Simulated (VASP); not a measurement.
Wanted: the native input for a VASP 6.6.1 run.

```yaml
Task: single point
Functional: PBE
Potentials_or_basis: VASP PAW PBE potentials, release 64 (C, H)
Cutoff: 520 eV
k_mesh: 3 × 3 × 3
Occupations: fermi-dirac, width 0.05 eV
Spin: collinear spin, typed start
Starting_moments: "[0.0, 0.0, 0.0, 0.0, 0.0, 0.0, 0.0, 0.0, 0.0, 0.0, 0.0, 0.0, 0.0, 0.0, 0.0, 0.0, 1.0] μB"
Dipole_correction: no
Further_INCAR_settings: LREAL = Auto; ALGO = Normal; EDIFF = 1e-06; NBANDS = 50
```

The structure of HC16 (a cell with a defect) lies in POSCAR:

```
HC16
1.0
    0.0000000000      3.5700000000      3.5700000000
    3.5700000000      0.0000000000      3.5700000000
    3.5700000000      3.5700000000      0.0000000000
C H
16 1
Direct
   -0.0354761905      0.0052521008      0.0060364146
    0.0901680672      0.0986274510      0.1463305322
   -0.0384453782      0.0045238095      0.5209383754
    0.0802941176      0.1610504202      0.6258683473
   -0.0188795518      0.4850980392      0.0256582633
    0.1068767507      0.6232633053      0.1587815126
   -0.0298739496      0.5262324930      0.5051120448
    0.0662044818      0.6367366947      0.6550840336
    0.4710924370     -0.0075350140      0.0236134454
    0.5933753501      0.1015546218      0.1594537815
    0.4600420168      0.0241876751      0.5035994398
    0.5578711485      0.1290196078      0.6808403361
    0.4878851541      0.4589775910      0.0203781513
    0.6046778711      0.5974509804      0.1777591036
    0.4234593838      0.5170168067      0.5396498599
    0.5682913165      0.6385994398      0.6631092437
    0.9092016807      0.8935714286      0.8049719888
```

The cell was built by a generator and needn't be a form met in nature.

These files were run (other wordings do the same):

INCAR

```
SYSTEM = HC16
  PREC = Accurate
  ENCUT = 520
  EDIFF = 1E-6
  ISMEAR = -1
  SIGMA = 0.05
  LREAL = Auto
  LASPH = .TRUE.
  NELM = 150
  ALGO = Normal
  ISIF = 2
  LWAVE = .FALSE.
  LCHARG = .FALSE.
  ISPIN = 2
  MAGMOM = 0 0 0 0 0 0 0 0 0 0 0 0 0 0 0 0 1
  LORBIT = 11
  GGA = PE
  NBANDS = 50
```

KPOINTS

```
regular mesh
0
G
  3 3 3
  0 0 0
```

Potentials or basis: VASP PAW PBE potentials, release 64 (C, H).

The run is started by

```bash
$ cat potpaw_PBE.64/C/POTCAR potpaw_PBE.64/H/POTCAR > POTCAR
$ mpirun -np 1 vasp_std > vasp.out
```

It gave:

```
Pressure                                              : 21.3 GPa
Largest force                                         : 7.160 eV/Å
Band gap on the k mesh                                : none (metal or under the smearing width)
Net moment                                            : 0.00 μB per cell
Valence electrons inside the program's atomic spheres : C 2.58, 2.57, 2.56, 2.52, 2.65, 2.66, 2.62, 2.69, 2.59, 2.49, 2.51; H 0.67
```

Caveat: the k mesh is coarse (spacing up to 0.51 Å⁻¹), so the values aren't converged; so large a pressure means that the cell lies far from this level's equilibrium, or that cutoff or potentials fall short.

Run time: 5.1 min on 1 thread of Intel(R) Xeon(R) Platinum 8488C (Sapphire Rapids), on a shared host, peak memory 0.32 GiB.
